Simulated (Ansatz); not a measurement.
MnO: relaxation of cell and atoms with PBEsol

Crystal: MnO.

```xyz
2
Lattice="0.0000 2.2239 2.2239 2.2239 0.0000 2.2239 2.2239 2.2239 0.0000" Properties=species:S:1:pos:R:3 pbc="T T T"
Mn    0.0000    0.0000    0.0000
O     2.2239    2.2239    2.2239
```

The cell is a database's computed one.

| Quantity | Value |
| --- | --- |
| Program | Ansatz 0.2.0 |
| Task | relaxation of cell and atoms |
| Functional | PBEsol |
| Potentials or basis | all-electron LAPW, scalar-relativistic |
| Basis error allowed | 0.001 eV/atom |
| k mesh | 10 × 10 × 10 |
| Occupations | fermi-dirac, width 0.05 eV |
| Spin | collinear spin, ferromagnetic start |
| Starting moments | [4.0, 0.0] μB |
| Target pressure | 5 GPa |

| Quantity | Value |
| --- | --- |
| Relaxed volume | 9.72 Å³/atom |
| Relaxed cell | a = 3.018 Å, b = 3.018 Å, c = 3.018 Å, α = 60.00°, β = 60.00°, γ = 60.00° |
| Space group after relaxing (to 0.05 Å) | Fm-3m (No. 225) |
| Energy change on relaxing (the enthalpy is what falls) | -15.6 meV/atom |
| Ionic steps | 6 |
| Pressure after relaxing | 5.0 GPa |
| Net moment | 4.29 μB per cell |
| Absolute moment | 4.29 μB per cell |
| Site moments | Mn +3.87; O +0.19 μB |

The path:
```tsv
step	energy change (eV)	largest force (eV/Å)	volume (Å³)
1	0.0000	0.0000	22.00
2	-0.0382	0.0000	20.79
3	-0.0141	0.0000	19.04
4	-0.0334	0.0000	19.51
5	-0.0312	0.0000	19.44
6	-0.0312	0.0000	19.44
```

Final structure:
```xyz
2
Lattice="0.0000 2.1340 2.1340 2.1340 0.0000 2.1340 2.1340 2.1340 0.0000" Properties=species:S:1:pos:R:3 pbc="T T T"
Mn    0.0000    0.0000    0.0000
O     2.1340    2.1340    2.1340
```

Wall time 22 s on 2 threads of Intel(R) Xeon(R) 6975P-C (Granite Rapids), with other jobs on the host, peak memory 0.43 GiB.

Caveat: a cell with one magnetic atom can't hold antiferromagnetic order, which such compounds often take.
